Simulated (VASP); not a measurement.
# NbSi15C16 (a cell with a defect) (Moissanite) in VASP: electric field gradients with PBE

Aim: the electric field gradients of NbSi15C16 (a cell with a defect) (Moissanite) with PBE.

Program: VASP 6.6.1. These are calculated values, not measurements. Logs are shortened: lines on timing, memory, paths and dates and some standing lists are left out, and cuts for length are marked.

## Step 1: Starting point

The cell holds a defect, 32 atoms: a = 6.152 Å, b = 6.152 Å, c = 10.096 Å, α = 90.00°, β = 90.00°, γ = 120.00°.

## Step 2: Electric field gradients, PBE

INCAR

```
SYSTEM = NbSi15C16
ALGO = Fast
EDIFF = 1E-8
ENCUT = 520
GGA = PE
ISIF = 2
ISMEAR = -1
LASPH = .TRUE.
LCHARG = .FALSE.
LEFG = .TRUE.
LREAL = Auto
LWAVE = .FALSE.
NBANDS = 90
NELECT = 136.0
NELM = 100
PREC = Accurate
SIGMA = 0.01
```

KPOINTS

```
k-points
0
G
  4 4 2
  0 0 0
```

POSCAR

```
NbSi15C16
1.0
    6.1520000000      0.0000000000      0.0000000000
   -3.0760000000      5.3277882840      0.0000000000
    0.0000000000      0.0000000000     10.0960000000
Nb Si C
1 15 16
Direct
    0.1666666666      0.3333333334      0.0000000000
    0.1666666666      0.3333333334      0.5000000000
    0.1666666666      0.8333333334      0.0000000000
    0.1666666666      0.8333333334      0.5000000000
    0.6666666666      0.3333333334      0.0000000000
    0.6666666666      0.3333333334      0.5000000000
    0.6666666666      0.8333333334      0.0000000000
    0.6666666666      0.8333333334      0.5000000000
    0.3333333334      0.1666666666      0.2500000000
    0.3333333334      0.1666666666      0.7500000000
    0.3333333334      0.6666666666      0.2500000000
    0.3333333334      0.6666666666      0.7500000000
    0.8333333334      0.1666666666      0.2500000000
    0.8333333334      0.1666666666      0.7500000000
    0.8333333334      0.6666666666      0.2500000000
    0.8333333334      0.6666666666      0.7500000000
    0.1666666666      0.3333333334      0.1925000000
    0.1666666666      0.3333333334      0.6925000000
    0.1666666666      0.8333333334      0.1925000000
    0.1666666666      0.8333333334      0.6925000000
    0.6666666666      0.3333333334      0.1925000000
    0.6666666666      0.3333333334      0.6925000000
    0.6666666666      0.8333333334      0.1925000000
    0.6666666666      0.8333333334      0.6925000000
    0.3333333334      0.1666666666      0.4425000000
    0.3333333334      0.1666666666      0.9425000000
    0.3333333334      0.6666666666      0.4425000000
    0.3333333334      0.6666666666      0.9425000000
    0.8333333334      0.1666666666      0.4425000000
    0.8333333334      0.1666666666      0.9425000000
    0.8333333334      0.6666666666      0.4425000000
    0.8333333334      0.6666666666      0.9425000000
```

Potentials or basis: VASP PAW PBE potentials, release 64 (Nb_sv, Si, C).

On the command line:

```bash
$ cat potpaw_PBE.64/Nb_sv/POTCAR potpaw_PBE.64/Si/POTCAR potpaw_PBE.64/C/POTCAR > POTCAR
$ mpirun -np 1 vasp_std > vasp.out
```

OUTCAR:

```text
SYSTEM = NbSi15C16
   EDIFF = 1E-8
   ENCUT = 520
   GGA = PE
   ISIF = 2
   ISMEAR = -1
   LASPH = .TRUE.
   LREAL = Auto
   NELECT = 136.0
   NELM = 100
   PREC = Accurate

 ion  position               nearest neighbor table
   1  0.167  0.333  0.000-  28 1.87  30 1.87  26 1.87  17 1.94   3 3.08   7 3.08   3 3.08   7 3.08
                             5 3.08   5 3.08  12 3.09  11 3.09  14 3.09  13 3.09  10 3.09   9 3.09
   2  0.167  0.333  0.500-  27 1.87  29 1.87  25 1.87  18 1.94   4 3.08   8 3.08   4 3.08   8 3.08
                             6 3.08   6 3.08  12 3.09  11 3.09  14 3.09  13 3.09  10 3.09   9 3.09
   3  0.167  0.833  0.000-  26 1.87  32 1.87  28 1.87  19 1.94   1 3.08   5 3.08   1 3.08   5 3.08
                             7 3.08   7 3.08  10 3.09   9 3.09  16 3.09  15 3.09  12 3.09  11 3.09
   4  0.167  0.833  0.500-  25 1.87  31 1.87  27 1.87  20 1.94   2 3.08   6 3.08   2 3.08   6 3.08
                             8 3.08   8 3.08  10 3.09   9 3.09  16 3.09  15 3.09  12 3.09  11 3.09
   5  0.667  0.333  0.000-  32 1.87  26 1.87  30 1.87  21 1.94   3 3.08   7 3.08   7 3.08   3 3.08
                             1 3.08   1 3.08  16 3.09  15 3.09  10 3.09   9 3.09  14 3.09  13 3.09
   6  0.667  0.333  0.500-  31 1.87  25 1.87  29 1.87  22 1.94   4 3.08   8 3.08   8 3.08   4 3.08
                             2 3.08   2 3.08  16 3.09  15 3.09  10 3.09   9 3.09  14 3.09  13 3.09
   7  0.667  0.833  0.000-  30 1.87  28 1.87  32 1.87  23 1.94   1 3.08   5 3.08   5 3.08   1 3.08
                             3 3.08   3 3.08  14 3.09  13 3.09  12 3.09  11 3.09  16 3.09  15 3.09
   8  0.667  0.833  0.500-  29 1.87  27 1.87  31 1.87  24 1.94   2 3.08   6 3.08   6 3.08   2 3.08
                             4 3.08   4 3.08  14 3.09  13 3.09  12 3.09  11 3.09  16 3.09  15 3.09
   9  0.333  0.167  0.250-  19 1.87  21 1.87  17 1.87  25 1.94  11 3.08  15 3.08  11 3.08  15 3.08
[... 17 lines left out ...]
  19  0.167  0.833  0.193-   9 1.87  15 1.87  11 1.87   3 1.94
  20  0.167  0.833  0.693-  10 1.87  16 1.87  12 1.87   4 1.94
  21  0.667  0.333  0.193-  15 1.87   9 1.87  13 1.87   5 1.94
  22  0.667  0.333  0.693-  16 1.87  10 1.87  14 1.87   6 1.94
[... 8 lines left out ...]
  31  0.833  0.667  0.443-   6 1.87   4 1.87   8 1.87  15 1.94
  32  0.833  0.667  0.943-   5 1.87   3 1.87   7 1.87  16 1.94

  LATTYP: Found a hexagonal cell.
 ALAT       =     6.1520000000
 C/A-ratio  =     1.6410923277

  Lattice vectors:

 A1 = (   6.1520000000,   0.0000000000,   0.0000000000)
 A2 = (  -3.0760000000,   5.3277882840,   0.0000000000)
 A3 = (   0.0000000000,   0.0000000000,  10.0960000000)

Analysis of symmetry for initial positions (statically):
=====================================================================
 Subroutine PRICEL returns:
 Original cell was already a primitive cell.

 Routine SETGRP: Setting up the symmetry group for a
 hexagonal supercell.

 Subroutine GETGRP returns: Found  6 space group operations
 (whereof  2 operations were pure point group operations)
[... 891 lines left out ...]
  external PRESSURE =      49.5607371 kB  Pullay stress =       0.0000000 kB

 VOLUME and BASIS-vectors are now :
 -----------------------------------------------------------------------------
  energy-cutoff  :      520.00
  volume of cell :      330.91
      direct lattice vectors                 reciprocal lattice vectors
     6.152000000  0.000000000  0.000000000     0.162548765  0.093847573  0.000000000
    -3.076000000  5.327788284  0.000000000     0.000000000  0.187695146  0.000000000
     0.000000000  0.000000000 10.096000000     0.000000000  0.000000000  0.099049128

 POSITION                                       TOTAL-FORCE (eV/Angst)
 -----------------------------------------------------------------------------------
     -0.00000      1.77593      0.00000         0.000000     -0.000000      1.437614
     -0.00000      1.77593      5.04800         0.000000     -0.000000      0.512085
     -1.53800      4.43982      0.00000        -0.291529     -0.168314      1.122964
     -1.53800      4.43982      5.04800        -0.028747     -0.016597      0.556352
      3.07600      1.77593      0.00000         0.000000      0.336628      1.122964
      3.07600      1.77593      5.04800         0.000000      0.033195      0.556352
[... 24 lines left out ...]
      3.07600      3.55186      4.46748         0.000000     -0.000000     -0.683749
      3.07600      3.55186      9.51548         0.000000     -0.000000     -0.861968
 -----------------------------------------------------------------------------------
    total drift:                                0.000001     -0.000000     -0.263569

  FREE ENERGIE OF THE ION-ELECTRON SYSTEM (eV)
  ---------------------------------------------------
  free  energy   TOTEN  =      -250.9062028929 eV

  energy  without entropy=     -250.9062028929  energy(sigma->0) =     -250.90620289

 Electric field gradients (V/A^2)
---------------------------------------------------------------------
 ion       V_xx      V_yy      V_zz      V_xy      V_xz      V_yz
---------------------------------------------------------------------
   1     -12.235   -12.236    24.471    -0.001     0.000    -0.000
   2     -11.047   -11.047    22.095    -0.000     0.000    -0.000
   3      -8.296     1.140     7.156    -8.172    -3.172    -1.831
   4     -10.548   -10.259    20.807    -0.251    -0.094    -0.054
   5       5.859   -13.015     7.156     0.000     0.000     3.662
   6     -10.114   -10.693    20.807    -0.000     0.000     0.109
[... 24 lines left out ...]
  31      -2.546    -2.546     5.092    -0.000     0.000    -0.000
  32       0.393     0.393    -0.786    -0.000     0.000    -0.000
---------------------------------------------------------------------

 Electric field gradients after diagonalization (V/A^2)
 (convention: |V_zz| > |V_xx| > |V_yy|)
----------------------------------------------------------------------
 ion       V_xx      V_yy      V_zz     asymmetry (V_yy - V_xx)/ V_zz
----------------------------------------------------------------------
   1     -12.236   -12.235    24.471       0.000
   2     -11.047   -11.047    22.095       0.000
   3       7.801     5.859   -13.659       0.142
   4     -10.694   -10.114    20.808       0.028
   5       7.801     5.859   -13.659       0.142
   6     -10.694   -10.114    20.808       0.028
[... 24 lines left out ...]
  31      -2.546    -2.546     5.092       0.000
  32       0.393     0.393    -0.786       0.000
----------------------------------------------------------------------

           NMR quadrupolar parameters

 Cq : quadrupolar parameter    Cq=e*Q*V_zz/h
 eta: asymmetry parameters     (V_yy - V_xx)/ V_zz
 Q  : nuclear electric quadrupole moment in mb (millibarn)
----------------------------------------------------------------------
 ion       Cq(MHz)       eta       Q (mb)
----------------------------------------------------------------------
   1       0.059       0.000       1.000
   2       0.053       0.000       1.000
   3      -0.033       0.142       1.000
   4       0.050       0.028       1.000
   5      -0.033       0.142       1.000
   6       0.050       0.028       1.000
[... 24 lines left out ...]
  31       0.012       0.000       1.000
  32      -0.002       0.000       1.000
----------------------------------------------------------------------
```

stdout:

```text
POSCAR found type information on POSCAR NbSiC
 POSCAR found :  3 types and      32 ions
 scaLAPACK will be used
 LDA part: xc-table for (Slater+PW92), standard interpolation
 POSCAR, INCAR and KPOINTS ok, starting setup
[... 55 lines left out ...]
 num prob WARNING in EDDRMM: call to ZHEGV failed, returncode =   8  4     26
WARNING in EDDRMM: call to ZHEGV failed, returncode =   8  4     66
WARNING in EDDRMM: call to ZHEGV failed, returncode =   8  4     34
 num prob  num prob  num prob  num prob  num prob  num prob  num prob RMM:  40    -0.250906202848E+03    0.10917E-06   -0.12786E-06  2593   0.334E-03    0.108E-02
 num prob  num prob  num prob  num prob  num prob  num prob  num prob  num prob  num prob WARNING in EDDRMM: call to ZHEGV failed, returncode =   8  4     30
 num prob  num prob WARNING in EDDRMM: call to ZHEGV failed, returncode =   6  3     43
 num prob WARNING
```

Wall time 22 min (1 thread of Intel Xeon Platinum 8488C (Sapphire Rapids), shared host); peak memory 0.52 GiB.

Results:

- Free energy: -250.9062 eV
- Largest force: 5.138 eV/Å
- Band gap on the k mesh: 1.79 eV, indirect (least direct gap 1.85 eV)

Forces in eV/Å, atoms in the order of the input:
```
Nb   0.000  0.000  1.438
Si   0.000  0.000  0.512
Si  -0.292 -0.168  1.123
Si  -0.029 -0.017  0.556
Si   0.000  0.337  1.123
Si   0.000  0.033  0.556
Si   0.292 -0.168  1.123
Si   0.029 -0.017  0.556
Si   0.505 -0.292  1.192
Si   0.168 -0.097 -0.072
Si   0.000  0.584  1.192
Si   0.000  0.194 -0.072
Si  -0.505 -0.292  1.192
Si  -0.168 -0.097 -0.072
Si   0.000  0.000  0.989
Si   0.000  0.000  0.480
C    0.000  0.000  2.240
C    0.000  0.000 -0.210
C    0.050  0.029 -0.997
C    0.033  0.019 -0.310
C    0.000 -0.058 -0.997
C    0.000 -0.038 -0.310
C   -0.050  0.029 -0.997
C   -0.033  0.019 -0.310
C   -0.062  0.036 -0.742
C    4.080 -2.355 -2.051
C    0.000 -0.072 -0.742
C    0.000  4.711 -2.051
C    0.062  0.036 -0.742
C   -4.080 -2.355 -2.051
C    0.000  0.000 -0.684
C    0.000  0.000 -0.862
```

Electric field gradients, principal values (V/Å²):
```
 atom      Vxx      Vyy      Vzz
 1 Nb  -12.235  -12.236   24.471
 2 Si  -11.047  -11.047   22.095
 3 Si    5.859    7.801  -13.659
 4 Si  -10.114  -10.694   20.808
 5 Si    5.859    7.801  -13.659
 6 Si  -10.114  -10.694   20.808
 7 Si    5.858    7.801  -13.659
 8 Si  -10.114  -10.693   20.808
 9 Si   -0.338  -12.673   13.010
10 Si  -16.777  -17.995   34.773
11 Si   -0.338  -12.673   13.010
12 Si  -16.778  -17.995   34.773
13 Si   -0.338  -12.673   13.010
14 Si  -16.778  -17.995   34.773
15 Si   -7.196   -7.197   14.393
16 Si  -10.390  -10.390   20.780
 17 C    8.193    8.193  -16.386
 18 C   -1.499   -1.499    2.998
 19 C   -1.263   -3.771    5.034
 20 C   -0.802   -2.884    3.686
 21 C   -1.263   -3.771    5.034
 22 C   -0.802   -2.884    3.686
 23 C   -1.263   -3.771    5.034
 24 C   -0.802   -2.884    3.686
 25 C   -2.453   -3.092    5.546
 26 C    6.717    8.261  -14.978
 27 C   -2.454   -3.092    5.546
 28 C    6.717    8.261  -14.978
 29 C   -2.454   -3.092    5.546
 30 C    6.717    8.261  -14.978
 31 C   -2.546   -2.546    5.092
 32 C    0.393    0.393   -0.786
```

Caveat: the cell carries a net charge on a neutralising background, which shifts energy and pressure; the cell is charged against a uniform background, so pressure and absolute levels hang on convention.
